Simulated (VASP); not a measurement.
**Zn under changes of volume**

One of the cells (15.760 Å³/atom); the others are scaled copies at fixed shape and fractional positions:

```
CELL_PARAMETERS angstrom
-1.57943 1.57943 1.57943
1.57943 -1.57943 1.57943
1.57943 1.57943 -1.57943
ATOMIC_POSITIONS crystal
Zn 0.00000 0.00000 0.00000
```

This isn't the form of Zn at room conditions, which is hcp.

* Program: VASP 6.6.1
* Functional: PBEsol
* Potentials or basis: VASP PAW PBE potentials, release 64 (Zn)
* Cutoff: 520 eV
* k mesh: 12 × 12 × 12
* Occupations: fermi-dirac, width 0.05 eV
* Spin: no spin polarisation

| volume (Å³/atom) | energy over the lowest point (meV/atom) | pressure (GPa) |
| --- | --- | --- |
| 14.524 | 0.00 | -1.0 |
| 14.833 | 3.53 | -2.5 |
| 15.142 | 9.54 | -3.8 |
| 15.760 | 28.05 | -5.9 |
| 16.069 | 40.15 | -6.7 |
| 16.378 | ? | ? |

Task: What does the run at 16.378 Å³/atom give?

Result: Energy over the lowest point 53.73 meV/atom; pressure -7.5 GPa.

Worked out: A Birch-Murnaghan fit of order 3 (a polynomial in V^(-2/3)) to the other rows has its minimum at 14.28 Å³/atom, just outside them, with B0 = V·E''(V) = 71 GPa and B' = 3.7. It gives 53.90 meV/atom at 16.378 Å³/atom, against the run's 53.73, and -dE/dV = -7.5 GPa, against -7.5.

Energies are extrapolated to zero smearing.

Caveats: the PAW data sets were made with another functional, which shifts forces and pressure a little.
